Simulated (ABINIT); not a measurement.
# Hf: equation of state with WC

The system is Hf.

```xyz
2
Lattice="3.1967 0.0000 0.0000 -1.5983 2.7684 0.0000 0.0000 0.0000 5.0578" Properties=species:S:1:pos:R:3 pbc="T T T"
Hf    1.5984    0.9228    3.7934
Hf    0.0000    1.8456    1.2645
```

| Property | Result |
| --- | --- |
| Program | ABINIT 10.8.3 (patched build) |
| Task | equation of state |
| Functional | WC |
| Potentials or basis | JTH PAW PBE v2.0 |
| Cutoff | 517 eV |
| k mesh | 10 × 10 × 5 |
| Occupations | fermi-dirac, width 0.05 eV |
| Spin | no spin polarisation |
| Fine-grid cutoff | 1034.03 eV |
| Exchange and correlation inside the PAW spheres | full angular mesh (pawxcdev 0, this build's default; the released program takes 1) |

```yaml
Equilibrium_volume: 21.64 Å³/atom
Bulk_modulus_at_fixed_shape_and_positions: 115 GPa
Pressure_derivative_of_the_bulk_modulus: 3.7
```

Energy against volume, from the lowest point:
```
volume (Å³/atom)  energy (meV/atom)
          21.037               5.92
          21.485               0.00
          21.933               0.98
          22.380               8.22
          22.828              21.13
          23.276              39.22
          23.723              61.97
```

Run time: 2 min on 1 thread of Intel(R) Xeon(R) Processor @ 2.70GHz, with other jobs on the host, peak memory 0.17 GiB.

Caveat: pressures at fixed basis lie under the slope of the energies; the cell was scaled at fixed shape and fractional positions, which overstates the stiffness of a crystal with free parameters, most of all of layers and chains; the PAW data sets were made with another functional, which shifts forces and pressure a little. The run has no spin-orbit coupling, so splittings on Hf are missing.
